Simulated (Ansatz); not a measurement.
ZrN:

```
Zr N
1.0
     0.00000    2.30000    2.30000
     2.30000    0.00000    2.30000
     2.30000    2.30000    0.00000
Zr N
1 1
Direct
  0.50000 0.50000 0.50000
  0.00000 0.00000 0.00000
```

Base run:

```yaml
Program: Ansatz 0.2.0
Functional: LDA
Potentials_or_basis: Ansatz PAW
Cutoff: "420 eV (not typed: the program's choice for these potentials)"
k_mesh: 7 × 7 × 7
Occupations: fermi-dirac, width 0.05 eV
Spin: spin-orbit coupling, no magnetisation
```

Its results: band gap on the k mesh none (metal or under the smearing width); pressure -12.5 GPa.

Q: The run is repeated on the same cell with these changes: functional from LDA to PBEsol. What comes out?

A: Band gap on the k mesh none (metal or under the smearing width); pressure -7.7 GPa.

PBEsol binds less tightly than LDA, so the same cell stands under more pressure.

Caveats: the PAW data sets come from PBE, with cores solved anew for the run's functional, which leaves a small shift of forces and pressure.
